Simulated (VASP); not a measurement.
# BAs (F-43m) in VASP: a series of runs

The runs below take BAs through relaxation of cell and atoms, relaxation of the atoms, with r2SCAN.

All numbers are computed with VASP 6.6.1; they aren't measurements. Logs are shortened: lines on timing, memory, paths and dates and some standing lists are left out, and cuts for length are marked.

### 1 Starting point

The structure is cubic, space group F-43m (No. 216). Conventional cell: a = 4.777 Å, b = 4.777 Å, c = 4.777 Å, α = 90.00°, β = 90.00°, γ = 90.00°. Around B (site symmetry -43m) lie 4 As at 2.07 Å. As (site symmetry -43m) has 4 B at 2.07 Å as nearest neighbours.

### 2 Relaxation of cell and atoms, r2SCAN

The input, INCAR:

```
SYSTEM = BAs
PREC     = Accurate       ! precision mode
ENCUT    = 600            ! plane-wave cutoff, eV
EDIFF    = 1E-6           ! SCF threshold, eV
ISMEAR   = 0              ! smearing method
SIGMA    = 0.03           ! smearing width, eV
LREAL    = .FALSE.        ! projectors in reciprocal space
LASPH    = .TRUE.         ! aspherical terms in the spheres
NELM     = 80             ! most SCF steps
ALGO     = Normal         ! electronic algorithm
ISIF     = 3              ! what is computed and relaxed
LWAVE    = .FALSE.        ! write WAVECAR
LCHARG   = .FALSE.        ! write CHGCAR
METAGGA  = R2SCAN         ! meta-GGA
LMIXTAU  = .TRUE.       
IBRION   = 2              ! ionic algorithm
NSW      = 90             ! ionic steps
EDIFFG   = -0.01          ! ionic threshold
```

The input, KPOINTS:

```
regular mesh
0
G
  10 10 10
  0 0 0
```

The input, POSCAR:

```
BAs
1.0
    0.0000000000      2.3885000000      2.3885000000
    2.3885000000      0.0000000000      2.3885000000
    2.3885000000      2.3885000000      0.0000000000
B As
1 1
Direct
    0.0000000000      0.0000000000      0.0000000000
    0.2500000000      0.2500000000      0.2500000000
```

Potentials or basis: VASP PAW PBE potentials, release 64 (B, As).

Launch:

```
> cat potpaw_PBE.64/B/POTCAR potpaw_PBE.64/As/POTCAR > POTCAR
> mpirun -np 1 vasp_std > vasp.out
```

OUTCAR:

```text
SYSTEM = BAs
   PREC = Accurate
   ENCUT = 600
   EDIFF = 1E-6
   ISMEAR = 0
   LREAL = .FALSE.
   LASPH = .TRUE.
   NELM = 80
   ISIF = 3
   METAGGA = R2SCAN
   IBRION = 2
   NSW = 90
   EDIFFG = -0.01

 ion  position               nearest neighbor table
   1  0.000  0.000  0.000-   2 2.07   2 2.07   2 2.07   2 2.07
   2  0.250  0.250  0.250-   1 2.07   1 2.07   1 2.07   1 2.07

  LATTYP: Found a face centered cubic cell.
 ALAT       =     4.7770000000

  Lattice vectors:

 A1 = (   0.0000000000,   2.3885000000,   2.3885000000)
 A2 = (   2.3885000000,   0.0000000000,   2.3885000000)
 A3 = (   2.3885000000,   2.3885000000,   0.0000000000)

Analysis of symmetry for initial positions (statically):
=====================================================================
 Subroutine PRICEL returns:
 Original cell was already a primitive cell.

 Routine SETGRP: Setting up the symmetry group for a
 face centered cubic supercell.

 Subroutine GETGRP returns: Found 24 space group operations
 (whereof 24 operations were pure point group operations)
 out of a pool of 48 trial point group operations.

The static configuration has the point symmetry T_d .

Analysis of symmetry for dynamics (positions and initial velocities):
=====================================================================
 Subroutine PRICEL returns:
 Original cell was already a primitive cell.

 Routine SETGRP: Setting up the symmetry group for a
 face centered cubic supercell.

 Subroutine GETGRP returns: Found 24 space group operations
 (whereof 24 operations were pure point group operations)
 out of a pool of 48 trial point group operations.

The dynamic configuration has the point symmetry T_d .

 Subroutine INISYM returns: Found 24 space group operations
 (whereof 24 operations are pure point group operations),
 and found     1 'primitive' translations

----------------------------------------------------------------------------------------

                                     Primitive cell

  volume of cell :      27.2525

  direct lattice vectors                    reciprocal lattice vectors
     0.000000000  2.388500000  2.388500000    -0.209336404  0.209336404  0.209336404
     2.388500000  0.000000000  2.388500000     0.209336404 -0.209336404  0.209336404
     2.388500000  2.388500000  0.000000000     0.209336404  0.209336404 -0.209336404

  length of vectors
     3.377849094  3.377849094  3.377849094     0.362581287  0.362581287  0.362581287

  position of ions in fractional coordinates (direct lattice)
     0.000000000  0.000000000  0.000000000
     0.250000000  0.250000000  0.250000000

  ion indices of the primitive-cell ions
   primitive index   ion index
                 1           1
                 2           2

----------------------------------------------------------------------------------------

 KPOINTS: regular mesh

Automatic generation of k-mesh.
 Grid dimensions read from file:
 generate k-points for:   10   10   10

 Generating k-lattice:

  Cartesian coordinates                     Fractional coordinates (reciprocal lattice)
    -0.020933640  0.020933640  0.020933640     0.100000000  0.000000000  0.000000000
     0.020933640 -0.020933640  0.020933640     0.000000000  0.100000000  0.000000000
     0.020933640  0.020933640 -0.020933640     0.000000000  0.000000000  0.100000000

  Length of vectors
     0.036258129  0.036258129  0.036258129

  Shift w.r.t. Gamma in fractional coordinates (k-lattice)
     0.000000000  0.000000000  0.000000000

 Subroutine IBZKPT returns following result:
 ===========================================

 Found     47 irreducible k-points:

 Following reciprocal coordinates:
            Coordinates               Weight
  0.000000  0.000000  0.000000      1.000000
  0.100000  0.000000  0.000000      8.000000
  0.200000  0.000000  0.000000      8.000000
  0.300000  0.000000  0.000000      8.000000
  0.400000  0.000000  0.000000      8.000000
  0.500000  0.000000  0.000000      4.000000
[... 16 lines left out ...]
  0.300000  0.300000  0.000000      6.000000
  0.400000  0.300000  0.000000     24.000000
 [... further k-points ...]
   k-points           NKPTS =     47   k-points in BZ     NKDIM =     47   number of bands    NBANDS=      8
   number of dos      NEDOS =    301   number of ions     NIONS =      2
   total plane-waves  NPLWV =  21952
   dimension x,y,z NGX =    28 NGY =   28 NGZ =   28
   dimension x,y,z NGXF=    56 NGYF=   56 NGZF=   56
   ions per type =               1   1
   NGX,Y,Z   is equivalent  to a cutoff of  13.78, 13.78, 13.78 a.u.
   NGXF,Y,Z  is equivalent  to a cutoff of  27.56, 27.56, 27.56 a.u.
 SYSTEM =  BAs
   PREC   = accura    normal or accurate (medium, high low for compatibility)
   ISTART =      0    job   : 0-new  1-cont  2-samecut
   ICHARG =      2    charge: 1-file 2-atom 10-const
   ISPIN  =      1    spin polarized calculation?
   LNONCOLLINEAR =      F non collinear calculations
   LSORBIT =      F    spin-orbit coupling
   LASPH  =      T    aspherical Exc in radial PAW
   ENCUT  =  600.0 eV  44.10 Ry    6.64 a.u.   6.75  6.75  6.75*2*pi/ulx,y,z
   NELM   =     80;   NELMIN=  2; NELMDL= -5     # of ELM steps
   EDIFF  = 0.1E-05   stopping-criterion for ELM
   LREAL  =      F    real-space projection
   EDIFFG = -.1E-01   stopping-criterion for IOM
   NSW    =     90    number of steps for IOM
   IBRION =      2    ionic relax: 0-MD 1-quasi-New 2-CG
   NFREE  =      1    steps in history (QN), initial steepest desc. (CG)
   ISIF   =      3    stress and relaxation
   ISYM   =      2    0-nonsym 1-usesym 2-fastsym
   POTIM  = 0.5000    time-step for ionic-motion
   TEBEG  =    0.0;   TEEND  =   0.0 temperature during run
   PSTRESS=    0.0 pullay stress
   NELECT =       8.0000    total number of electrons
   NUPDOWN=      -1.0000    fix difference up-down
   EMIN   =  10.00;   EMAX   =-10.00  energy-range for DOS
   EFERMI =   0.00;   METHOD = LEGACY
   ISMEAR =     0;   SIGMA  =   0.03  broadening in eV -4-tet -1-fermi 0-gaus
   EFERMI_NEDOS =   21; number of points for ismear=-14 and -15
   IALGO  =     38    algorithm
   IMIX   =      4    mixing-type and parameters
     AMIX     =   0.40;   BMIX     =  1.00
     AMIX_MAG =   1.60;   BMIX_MAG =  1.00
  volume/ion in A,a.u.               =      13.63        91.95
  Fermi-wavevector in a.u.,A,eV,Ry     =   1.088018  2.056057 16.106360  1.183784
  Thomas-Fermi vector in A             =   2.224191
   LORBIT       =      0    0 simple, 1 ext, 2 COOP (PROOUT), +10 PAW based schemes
   METAGGA = R2SCAN    functional components
   LHFCALC =     F    Hartree Fock is set to
   AEXX    =    0.0000 exact exchange contribution
   IVDW    =     0    specifies the selected vdW correction
   LEPSILON=     F    determine dielectric tensor
   LRPA    =     F    only Hartree local field effects (RPA)
 conjugate gradient relaxation of ions
 non-spin polarized calculation
 Gauss-broadening in eV      SIGMA  =   0.03
  energy-cutoff  :      600.00
  volume of cell :       27.25
 maximum number of plane-waves:       941
   NGX = 13   NGY = 13   NGZ = 13

--------------------------------------- Ionic step        1  -------------------------------------------

 number of electron       8.0000000 magnetization

 Free energy of the ion-electron system (eV)
  ---------------------------------------------------
  ext. energy  EPLUGINS =         0.00000000
  ---------------------------------------------------
  free energy    TOTEN  =       -22.25708736 eV

  energy without entropy =      -22.25708736  energy(sigma->0) =      -22.25708736

------------------------ aborting loop because EDIFF is reached ----------------------------------------

  FORCE on cell =-STRESS in cart. coord.  units (eV):
  Direction    XX          YY          ZZ          XY          YZ          ZX
  --------------------------------------------------------------------------------------
  -------------------------------------------------------------------------------------
  Total        0.1458575      0.1458575      0.1458575      0.0000000      0.0000000     -0.0000000
  in kB        8.5749887      8.5749887      8.5749887      0.0000000      0.0000000     -0.0000000
  external PRESSURE =       8.5749887 kB  Pullay stress =       0.0000000 kB
[... 57 lines left out ...]
  energy  without entropy=      -22.2572510600  energy(sigma->0) =      -22.25725106

--------------------------------------- Ionic step        3  -------------------------------------------

 number of electron       8.0000000 magnetization

 Free energy of the ion-electron system (eV)
  ---------------------------------------------------
  ext. energy  EPLUGINS =         0.00000000
  ---------------------------------------------------
  free energy    TOTEN  =       -22.25751222 eV

  energy without entropy =      -22.25751222  energy(sigma->0) =      -22.25751222

 E-fermi :   6.1306     XC(G=0): -11.1067

 val. band max:        5.9576821020   @ k =   0.0000   0.0000   0.0000
 cond. band min:       7.3345629339   @ k =   0.4000   0.4000   0.0000
 fundamental gap:      1.3768808318
 Fermi energy:         6.1306064488

 k-point     1 :       0.0000    0.0000    0.0000
  band No.  band energies     occupation
      1     -10.1444      2.00000
      2       5.9577      2.00000
      3       5.9577      2.00000
      4       5.9577      2.00000
      5       9.3967      0.00000
      6       9.3967      0.00000
      7       9.3967      0.00000
      8      11.0320      0.00000
[... 243 lines left out ...]
 k-point    24 :       0.4000    0.3000    0.0000
  band No.  band energies     occupation
      1      -7.3731      2.00000
      2      -0.8555      2.00000
      3       1.7992      2.00000
      4       2.2951      2.00000
      5       7.8674      0.00000
      6       9.6659      0.00000
      7      15.3305      0.00000
      8      15.5634      0.00000

 [... further k-points ...]
[... 5 lines left out ...]
  --------------------------------------------------------------------------------------
  -------------------------------------------------------------------------------------
  Total        0.0022660      0.0022660      0.0022660     -0.0000000      0.0000000      0.0000000
  in kB        0.1324390      0.1324390      0.1324390     -0.0000000      0.0000000      0.0000000
  external PRESSURE =       0.1324390 kB  Pullay stress =       0.0000000 kB
[... 17 lines left out ...]
  FREE ENERGIE OF THE ION-ELECTRON SYSTEM (eV)
  ---------------------------------------------------
  free  energy   TOTEN  =       -22.2575122160 eV

  energy  without entropy=      -22.2575122160  energy(sigma->0) =      -22.25751222

 reached required accuracy - stopping structural energy minimisation
```

Wall time 2.1 min (1 thread of Intel Xeon Platinum 8488C (Sapphire Rapids), shared host); peak memory 0.18 GiB.

What came out:

- Free energy: -22.2575 eV
- Relaxed volume: 13.71 Å³/atom
- Relaxed cell: a = 3.384 Å, b = 3.384 Å, c = 3.384 Å, α = 60.00°, β = 60.00°, γ = 60.00°
- Space group after relaxing (to 0.05 Å): F-43m (No. 216)
- Energy gained by relaxing: 0.2 meV/atom
- Ionic steps: 3
- Pressure after relaxing: 0.0 GPa
- Band gap on the k mesh: 1.38 eV, indirect (least direct gap 3.44 eV)

The path:
```csv
step,energy change (eV),largest force (eV/Å),pressure (GPa),volume (Å³)
1,0.0000,0.0000,0.86,27.25
2,-0.0002,0.0000,-0.65,27.54
3,-0.0004,0.0000,0.01,27.41
```

Final structure:
```yaml
crystal:
  lattice:
    - [0.00000, 2.39318, 2.39318]
    - [2.39318, 0.00000, 2.39318]
    - [2.39318, 2.39318, 0.00000]
  atoms:
    - { symbol: B, position: [0.00000, 0.00000, 0.00000] }
    - { symbol: As, position: [0.25000, 0.25000, 0.25000] }
```

Caveat: the PAW data sets were made with another functional, which shifts forces and pressure a little.

### 3 Relaxation of cell and atoms, r2SCAN

This run uses another cell than the first one, of 13.71 Å³/atom, 1.006 times its volume.

INCAR, as its differences from that of step 2:

```diff
@@ -3,3 +3,3 @@
 ENCUT    = 600            ! plane-wave cutoff, eV
-EDIFF    = 1E-6           ! SCF threshold, eV
+EDIFF    = 1E-7           ! SCF threshold, eV
 ISMEAR   = 0              ! smearing method
@@ -17,2 +17,2 @@
 NSW      = 90             ! ionic steps
-EDIFFG   = -0.01          ! ionic threshold
+EDIFFG   = -0.005         ! ionic threshold
```

KPOINTS is that of step 2.

The input, POSCAR:

```
BAs                                     
1.0
    0.0000000000      2.3931785067      2.3931785067
    2.3931785067      0.0000000000      2.3931785067
    2.3931785067      2.3931785067      0.0000000000
  B               As            
     1     1
Direct
     0.0000000000000000    0.0000000000000000    0.0000000000000000
     0.2500000000000000    0.2500000000000000    0.2500000000000000
```

Potentials or basis: VASP PAW PBE potentials, release 64 (B, As).

Launch:

```
> cat potpaw_PBE.64/B/POTCAR potpaw_PBE.64/As/POTCAR > POTCAR
> mpirun -np 1 vasp_std > vasp.out
```

Wall time 79 s (1 thread of Intel Xeon Platinum 8488C (Sapphire Rapids), shared host); peak memory 0.17 GiB.

The run converged. Its results:

```
Free energy             : -22.2576 eV
Pressure after relaxing : 0.0 GPa
Band gap on the k mesh  : 1.38 eV, indirect (least direct gap 3.44 eV)
```

Final structure:
```
B As
1.0
     0.00000    2.39318    2.39318
     2.39318    0.00000    2.39318
     2.39318    2.39318    0.00000
B As
1 1
Direct
  0.00000 0.00000 0.00000
  0.25000 0.25000 0.25000
```

Levels at points of the mesh, in eV from the valence-band top:
| k point | band 1 | band 2 | band 3 | band 4 | band 5 | band 6 | band 7 | band 8 |
| --- | --- | --- | --- | --- | --- | --- | --- | --- |
| (0.00, 0.00, 0.00) | -16.10 | 0.00 | 0.00 | 0.00 | 3.44 | 3.44 | 3.44 | 5.07 |
| (0.50, 0.00, 0.00) | -13.10 | -9.20 | -1.93 | -1.93 | 2.94 | 5.05 | 5.05 | 9.56 |
| (0.50, 0.50, 0.00) | -11.67 | -9.03 | -4.28 | -4.28 | 1.62 | 1.70 | 12.10 | 12.10 |

Caveat: the relaxation stopped at its first step, so nothing moved; the PAW data sets were made with another functional, which shifts forces and pressure a little. A k mesh can miss the band edges.

### 4 Relaxation of the atoms, r2SCAN (a relaxed cell with its volume scaled by 0.94)

INCAR, as its differences from that of step 3:

```diff
@@ -10,3 +10,3 @@
 ALGO     = Normal         ! electronic algorithm
-ISIF     = 3              ! what is computed and relaxed
+ISIF     = 2              ! what is computed and relaxed
 LWAVE    = .FALSE.        ! write WAVECAR
@@ -16,3 +16,3 @@
 IBRION   = 2              ! ionic algorithm
-NSW      = 90             ! ionic steps
-EDIFFG   = -0.005         ! ionic threshold
+NSW      = 40             ! ionic steps
+EDIFFG   = -0.01          ! ionic threshold
```

KPOINTS is that of step 3.

The input, POSCAR:

```
BAs                                     
1.0
    0.0000000000      2.3443244208      2.3443244208
    2.3443244208      0.0000000000      2.3443244208
    2.3443244208      2.3443244208      0.0000000000
  B               As            
     1     1
Direct
     0.0000000000000000    0.0000000000000000    0.0000000000000000
     0.2500000000000000    0.2500000000000000    0.2500000000000000
```

Launch:

```
> cat potpaw_PBE.64/B/POTCAR potpaw_PBE.64/As/POTCAR > POTCAR
> mpirun -np 1 vasp_std > vasp.out
```

Run time: 86 s. Hardware: 1 thread of Intel Xeon Platinum 8488C (Sapphire Rapids), shared host; peak memory 0.17 GiB.

The run converged. Its results:

```
Free energy             : -22.2083 eV
Pressure after relaxing : 10.0 GPa
Band gap on the k mesh  : 1.31 eV, indirect (least direct gap 3.51 eV)
```

Final structure:
```cif
data_structure
_symmetry_space_group_name_H-M 'P 1'
_symmetry_Int_Tables_number 1
_cell_length_a 3.3154
_cell_length_b 3.3154
_cell_length_c 3.3154
_cell_angle_alpha 60.000
_cell_angle_beta 60.000
_cell_angle_gamma 60.000
_cell_volume 25.77
loop_
_atom_site_label
_atom_site_type_symbol
_atom_site_fract_x
_atom_site_fract_y
_atom_site_fract_z
_atom_site_occupancy
B1 B 0.00000 0.00000 0.00000 1
As1 As 0.25000 0.25000 0.25000 1
```

Levels at points of the mesh, in eV from the valence-band top:
```tsv
k point	band 1	band 2	band 3	band 4	band 5	band 6	band 7	band 8
(0.00, 0.00, 0.00)	-16.70	0.00	0.00	0.00	3.51	3.51	3.51	5.91
(0.50, 0.00, 0.00)	-13.46	-9.68	-2.04	-2.04	3.32	5.11	5.11	9.69
(0.50, 0.50, 0.00)	-11.93	-9.40	-4.56	-4.56	1.53	1.64	12.73	12.73
```

Caveat: the relaxation stopped at its first step, so nothing moved; the PAW data sets were made with another functional, which shifts forces and pressure a little.
